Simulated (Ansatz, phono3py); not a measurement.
# BaO (Fm-3m): lattice thermal conductivity, part 4 of 4

Aim: the lattice thermal conductivity of BaO against temperature, and which phonons carry it.

Experimental results on record:
- thermal conductivity 2.3 W/m/K near room temperature (given in “Combining the AFLOW GIBBS and Elastic Libraries to efficiently and robustly screen thermo-mechanical properties of solids”, 2017, arXiv:1611.05714)
- thermal conductivity 2.3 W/m/K near room temperature (given in “Predicting the lattice thermal conductivity of solids by solving the Boltzmann transport equation: AFLOW - AAPL an automated, accurate and efficient framework”, 2017, arXiv:1611.05481)

Ansatz 0.2.0; DFT LDA, scalar-relativistic, plane waves, PAW; PAW set soft_1.

So far, κ at 300 K (relaxation time) (W/m/K): step 6 (third-order constants on small settings) 6.55. Also highest frequency (cm⁻¹): step 6 404. The relaxed cell has a = 5.434 Å (conventional setting).

The database entry behind the starting cell differs from later determinations by our own check (about 0.7 % short), so it need not match the best structure at ambient conditions.

### Step 7. Anharmonic force constants and conductivity, k-mesh 6×6×6, third order supercell 3×3×3 (continued)

300 K; a sample spread over frequency. Mode lifetimes, by row, the first 40 of 90 rows:

```csv
q1,q2,q3,branch,frequency (THz),rms speed (km/s),three-phonon rate (1/ps),isotope rate (1/ps),lifetime (ps),mean free path (nm)
0,0,0.0526,1,0.422,2.35,0.0941,2.53e-7,10.6,25
0,0.0526,-0.1053,2,0.929,2.01,0.108,1.74e-5,9.27,18.6
0,0.1579,0.1579,1,1.214,1.86,0.0516,6.95e-5,19.3,36
0,0.1053,0.2105,2,1.329,1.77,0.47,1.17e-4,2.13,3.76
0,0.1579,-0.2105,1,1.486,1.02,1.29,2.16e-4,0.776,0.792
0,0.0526,0.3158,1,1.573,1.14,1.2,2.92e-4,0.834,0.954
0.1053,0.2105,0.3684,1,1.676,1.48,1.13,4.25e-4,0.881,1.31
0,0.0526,0.3684,2,1.745,0.8,1.17,5.50e-4,0.857,0.689
0.1053,0.2105,0.4211,1,1.81,1.41,1.2,7.30e-4,0.833,1.18
0.0526,0.1053,0.4737,1,1.848,0.74,1.34,9.69e-4,0.743,0.553
0,0.0526,0.4737,2,1.893,0.94,1.36,0.00107,0.736,0.688
0.0526,0.2105,-0.3158,1,1.939,1.03,1.32,0.00111,0.758,0.778
0,0.2105,0.3684,1,1.987,1,0.424,0.00115,2.35,2.36
0.1053,0.2632,-0.2632,1,2.059,1.35,1.23,0.0013,0.809,1.1
0,0.2105,-0.4211,1,2.084,0.69,1.24,0.00133,0.808,0.555
0,0.2632,-0.3684,1,2.124,0.74,1.2,0.00138,0.832,0.616
0,0.3158,0.3684,2,2.173,1.3,0.168,0.00142,5.89,7.68
0.1053,0.2632,-0.3684,1,2.21,1.09,1.15,0.00165,0.869,0.951
0.0526,0.3158,0.4737,1,2.266,0.92,0.39,0.00174,2.56,2.36
0,0.3158,-0.4737,1,2.306,0.39,0.441,0.00186,2.26,0.888
0,0.3684,-0.4737,1,2.337,0.22,0.264,0.00183,3.76,0.844
0,0.2105,-0.2105,2,2.372,2.01,0.284,0.0018,3.5,7.04
0,0.3158,0.4211,2,2.428,1.67,0.273,0.00144,3.64,6.07
0.1053,0.4211,-0.3158,1,2.507,1.43,0.587,0.00142,1.7,2.43
0.0526,0.2632,0.4737,2,2.566,1.69,0.549,0.00138,1.82,3.08
0.1053,0.4737,-0.4211,2,2.627,1.01,0.347,0.00128,2.87,2.89
0.1579,0.4211,-0.3684,1,2.705,1.37,0.546,0.00125,1.83,2.5
0.1579,0.3158,-0.4737,2,2.803,1.72,0.39,0.00121,2.55,4.4
0,0.1053,-0.1579,3,2.878,3.28,0.943,0.00103,1.06,3.48
0.1579,0.3684,-0.4211,2,2.977,1.55,0.408,0.00114,2.45,3.78
0.1053,0.3158,-0.3684,2,3.1,1.76,0.686,0.00119,1.46,2.57
0,0,0.1053,5,3.187,3.86,7.9,1.07e-4,0.127,0.488
0.0526,0.1579,-0.1579,3,3.296,2.68,0.878,0.00109,1.14,3.05
0.1053,0.3684,-0.3158,2,3.416,1.66,0.891,0.00107,1.12,1.86
0,0.2632,0.2632,3,3.522,1.71,1.25,6.01e-4,0.802,1.37
0.1053,0.2105,0.3684,3,3.619,1.97,0.992,8.20e-4,1.01,1.98
0.1579,0.4211,-0.2632,3,3.687,1.53,1.06,0.0014,0.94,1.44
0,0.3158,0.3684,3,3.772,0.52,3.33,0.00186,0.3,0.157
0,0.0526,0.3158,3,3.823,2.95,0.655,0.00291,1.52,4.48
0,0.3684,-0.4211,3,3.854,0.71,1.96,0.00388,0.508,0.361
```

Without the LO-TO term. Gamma linewidths, by row:

```csv
branch,frequency (cm⁻¹),three-phonon rate (1/ps),isotope rate (1/ps),FWHM (cm⁻¹)
4,82.6,6.5,1.67e-4,34.5
5,82.6,6.5,1.67e-4,34.5
6,82.6,6.5,1.67e-4,34.5
```

W/m/K, third of the trace; RTA populations with a boundary rate v/L added to each mode (Matthiessen's rule). Kappa by grain size, by row:

```csv
T (K),bulk,10 nm,30 nm,100 nm,300 nm,1000 nm,10000 nm,100000 nm
100,8.823,2.987,4.504,5.948,6.939,7.766,8.635,8.802
300,3.119,1.944,2.364,2.672,2.869,3.012,3.106,3.117
600,1.604,1.165,1.33,1.452,1.528,1.575,1.601,1.603
```

W/m/K, third of the trace; RTA populations with the isotope rates scaled. Kappa by mass disorder, by row:

```csv
T (K),no isotopes,as typed,variance x 3,variance x 10,variance x 30
100,8.886,8.823,8.703,8.336,7.556
300,3.125,3.119,3.107,3.069,2.969
600,1.605,1.604,1.601,1.591,1.564
```

At 300 K the relaxation-time value is 3.31 W/(m K).

### Step 8. The ladder

Ladder, by row:

```csv
cells or q mesh,k mesh,pair cutoff,atoms in the supercell,q-mesh of the transport sums,κ at 300 K (relaxation time) (W/m/K),κ at 300 K (full solution) (W/m/K),core-minutes
4x4x4,8x8x8,2.867,16,11×11×11,6.553,6.83,29.3
6x6x6,6x6x6,3.993,54,19×19×19,3.307,3.556,180.3
```

### Step 9. What came out

```json
{"highest frequency": "404.6 cm⁻¹", "Debye temperature from the second moment": "336 K", "κ at 300 K (relaxation time)": "3.307 W/m/K", "κ at 300 K (full solution)": "3.556 W/m/K", "mean free path at half of κ": "3.49 nm", "share of κ above the three lowest branches": "0.303"}
```

In words: The lattice of BaO conducts 3.56 W/(m K) at 300 K by LDA (mean over directions, full solution). The full solution lies +8 % from the relaxation-time value at 300 K. Above 300 K the relaxation-time κ falls as T^-0.77; the coherence part, which does not fall like the populations, is one cause of the flatter curve. Grains of 100 nm would keep 86 % of the bulk value at 300 K, and grains of 1 µm 97 %. Removing the natural isotope disorder raises κ at 300 K by 0 %. The first rung (16 atoms, cutoff 2.87 Å) gave 6.55 W/(m K) by relaxation time for 0.16 times the cost of the last; short cutoffs miss scattering channels and can err either way, and the meshes changed too. A measured thermal conductivity near room temperature is 2.3 W/m/K (arXiv:1611.05714); the calculated 3.56 W/m/K differs by +55 %. The relaxed cell is 4 % smaller in volume than the database cell, which stiffens most phonons and usually raises κ; no run here tested that. Four-phonon, defect and boundary scattering, which are left out, would lower the calculated value; thermal expansion is left out too. The sum rules changed one orbit of cubic constants by up to 24 %; by the manual a large change points to a short cutoff or, on a small and distant orbit, to noisy forces. Below 100 K the values hang on the q-mesh and, in a real crystal, on its size. The conductivities include the coherence part between close branches; the shares for grains, isotopes, branches and paths are of the relaxation-time populations alone. Cubic couplings among atoms farther apart than the pair cutoff are dropped, and neither the cutoff nor the q-mesh was shown to be converged here. The PAW files were made for PBE and are used here under another functional, for which the program regenerates the frozen cores.

[Logs are printed without paths, hosts, clocks, repeated set-up lines and the standing remarks that a program may print on its own settings, such as how far it seeks lower states.]

[Hosts, paths, dates, database ids (printed as entryN), source tags and the programs' standing remarks are cut or masked in the printed files.]

[A step with changed settings may run another functional than the one named; its input shows which.]
